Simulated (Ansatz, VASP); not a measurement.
## One calculation of Pb, two programs

File INCAR:

```
PREC = Accurate
ENCUT = 520
EDIFF = 1E-7
ISMEAR = -1
SIGMA = 0.01
LREAL = False
LASPH = True
NELM = 80
ALGO = Fast
ISIF = 2
LWAVE = False
LCHARG = True
GGA = PE
IVDW = 13
LELF = True
LVHAR = True
NBANDS = 13
```

File KPOINTS:

```
regular mesh
0
Gamma
  9 9 9
```

The input POSCAR:

```
Pb
1.0
    0.0000000000      2.4750200000      2.4750200000
    2.4750200000      0.0000000000      2.4750200000
    2.4750200000      2.4750200000      0.0000000000
Pb
1
Direct
    0.0000000000      0.0000000000      0.0000000000
```

Contents of input.yaml:

```yaml
crystal:
  lattice:
    - [0.0, 2.47502, 2.47502]
    - [2.47502, 0.0, 2.47502]
    - [2.47502, 2.47502, 0.0]
  atoms:
    - { symbol: Pb, position: [0.0, 0.0, 0.0] }
hamiltonian:
  xc: pbe
  pseudopotentials: { kind: nc, accuracy: standard, xc_functional: pbesol }
  dispersion: d4
kpoints:
  mp_grid: { grid: [9, 9, 9] }
scf:
  occupations: { method: fermi_dirac, width: 0.01 }
output:
  forces: true
  stress: true
  eigenvalues: true
  bader: false
  populations: intrinsic
  write_density: true
  write_potential: true
  elf: true
  volumetric_format: npy
```

Alike in both runs: functional PBE; dispersion D4; k mesh 9 × 9 × 9; occupations fermi-dirac, width 0.01 eV; no spin polarisation.

|  | VASP | Ansatz |
| --- | --- | --- |
| version | VASP 6.6.1 | Ansatz 0.2.0 |
| potentials or method | VASP PAW PBE potentials, release 64 (Pb_d) | PseudoDojo standard (PBEsol files) |
| plane-wave cutoff (eV) | 520 | 850 |
| valence electrons in the cell | 14 | 14 |
| task | single point | atomic charges |

VASP gave:

```
gap on the k mesh at the Fermi level (eV) : none
pressure (GPa)                            : 0.0
dispersion energy (meV/atom)              : -430.8
```

Task: What did Ansatz give for the same quantities?

Result: gap on the k mesh at the Fermi level (eV): none; pressure (GPa): -0.1; dispersion energy (meV/atom): -431.0.

A gap of «none» marks a metal or a gap that the smearing closes.

Caveats: pairwise dispersion overbinds metals, which lowers pressure and volume; the potentials were made for another functional, which shifts forces and pressure (Ansatz). Spin-orbit coupling is left out, which matters for the levels of Pb.
